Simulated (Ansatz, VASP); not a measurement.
# HfO2: VASP beside Ansatz

```
Hf O
1.0
     0.00000    2.34334    3.04634
     2.34334    0.00000    3.04634
     2.34334    2.34334    0.00000
Hf O
1 2
Direct
  0.00000 0.00000 0.00000
  0.25000 0.25000 0.25000
  0.75000 0.75000 0.75000
```

Alike in both runs: task single point; functional r2SCAN; k mesh 8 × 8 × 8; occupations gaussian, width 0.05 eV; no spin polarisation.

|  | VASP | Ansatz |
| --- | --- | --- |
| version | VASP 6.6.1 | Ansatz 0.2.0 |
| potentials or method | VASP PAW PBE potentials, release 64 (Hf_pv, O) | scalar-relativistic, plane waves, PAW |
| plane-wave cutoff (eV) | 520 | 500 |
| valence electrons in the cell | 22 | 38 |

|  | VASP | Ansatz | Ansatz less VASP |
| --- | --- | --- | --- |
| gap on the k mesh at the Fermi level (eV) | none | none | - |
| pressure (GPa) | -9.0 | -5.8 | +3.19 |
| largest component of the traceless stress (GPa) | 91.14 | 90.02 | -1.116 |

A gap of «none» marks a metal or a gap that the smearing closes. The two sets of potentials don't hold the same shells in valence.

Caveats: the PAW data sets were made with another functional, which shifts forces and pressure a little (VASP). Spin-orbit coupling is left out, which matters for the levels of Hf.
